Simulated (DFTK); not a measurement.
I:

```
I
1.0
     0.00000    2.36560    3.90984
     2.19225    0.00000    3.90984
     2.19225    2.36560    0.00000
I
1
Direct
  0.00000 0.00000 0.00000
```

```yaml
Program: DFTK 0.8.2
Task: single point
Functional: PBE
Potentials_or_basis: dojo.nc.sr.pbe.v0_4_1.standard.upf (PBE)
Cutoff: 952 eV
k_mesh: 9 × 9 × 9
Occupations: fermi-dirac, width 0.05 eV
Spin: no spin polarisation
```

On this cell: pressure 0.5 GPa; band gap on the k mesh none (metal or under the smearing width).

The same run follows on a disturbed copy (cell strained at random at fixed volume):

```xyz
1
Lattice="0.0452 2.3495 3.8970 2.2228 0.0462 3.8943 2.2663 2.3854 0.0036" Properties=species:S:1:pos:R:3 pbc="T T T"
I     0.0157    0.0051    0.0262
```

Problem. What changes?

Solution. The energy (extrapolated to zero smearing) moves by -6.0 meV/atom; pressure 0.5 GPa; band gap on the k mesh none (metal or under the smearing width).

Stress tensor (GPa, compression positive):
```
 0.54  1.35  0.00
 1.35  0.14 -0.01
 0.00 -0.01  0.79
```

The energy falls, though the first cell shows no forces: that form is unstable against this distortion, unless noise or another electronic state is at work.

Caveats: an odd number of electrons without spin polarisation forces a metal; a magnetic or distorted state may lie lower.
